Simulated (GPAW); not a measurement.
A run of GPAW 26.7.0 is set up as follows.

File run.py:

```python
from ase.dft.bandgap import bandgap
from ase.io import read, write
from ase.units import GPa
from gpaw import GPAW, PW

atoms = read('POSCAR')

calc = GPAW(mode=PW(650),
            xc='PBE',
            kpts={'size': (8, 8, 8), 'gamma': True},
            occupations={'name': 'fermi-dirac', 'width': 0.05},
            nbands=19,
            maxiter=120,
            txt='gpaw.txt')
atoms.calc = calc
energy = atoms.get_potential_energy()
forces = atoms.get_forces()
stress = atoms.get_stress()
calc.write('gs.gpw')
write('result.traj', atoms)
print(f'Energy: {energy:.6f} eV')
print('Forces (eV/A):')
print(forces.round(4))
print('Stress (GPa):', (stress / GPa).round(3))
print('Fermi level:', round(calc.get_fermi_level(), 4), 'eV')
print(f'Gap: {bandgap(calc)[0]:.4f} eV, direct: {bandgap(calc, direct=True)[0]:.4f} eV')
```

The input POSCAR:

```
WC
1.0
    0.0000000000      2.1926840000      2.1926840000
    2.1926840000      0.0000000000      2.1926840000
    2.1926840000      2.1926840000      0.0000000000
W C
1 1
Direct
    0.0000000000      0.0000000000      0.0000000000
    0.5000000000      0.5000000000      0.5000000000
```

Potentials or basis: GPAW PAW data sets (gpaw-data 1.2.1), pw.

Launch:

```bash
$ OMP_NUM_THREADS=1 python run.py
```

Problem. What does it give for the band gap on the k mesh?

Solution. None (metal or under the smearing width).

Problem. Predict the pressure.

Solution. -1.2 GPa.

Caveat: the cutoff is short for stress and forces, so pressures can be off by a GPa or more. Spin-orbit coupling is left out, which matters for the levels of W.
